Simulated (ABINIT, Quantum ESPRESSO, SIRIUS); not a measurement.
# Co: 3 runs at one level of theory

```
Co
1.0
     2.47200    0.00000    0.00000
    -1.23600    2.14081    0.00000
     0.00000    0.00000    4.02114
Co
2
Direct
  0.66667 0.33333 0.75000
  0.33333 0.66667 0.25000
```

Alike in all runs: task single point; functional PBE; k mesh 5 × 5 × 3; occupations fermi-dirac, width 0.05 eV; collinear spin, ferromagnetic start; no spin-orbit coupling. Pressure is positive in compression and, in plane waves, holds the error of the finite cutoff.

```csv
program and potentials,plane-wave cutoff (eV),notes,pressure (GPa),net moment per atom (μB)
"ABINIT, JTH PAW PBE v2.0",707,-,7.21,1.75
"SIRIUS, PseudoDojo 0.4.1 PBE standard (scalar relativistic)",1307,-,?,?
"Quantum ESPRESSO, SG15 PBE 1.2",952,-,8.43,1.77
```

Q: Estimate from the other rows what the run with SIRIUS, PseudoDojo 0.4.1 PBE standard (scalar relativistic) gave.

A: Pressure 7.25 GPa; net moment per atom 1.77 μB. The other rows, which needn't bracket it: pressure 7.21 to 8.43; net moment per atom 1.75 to 1.77.
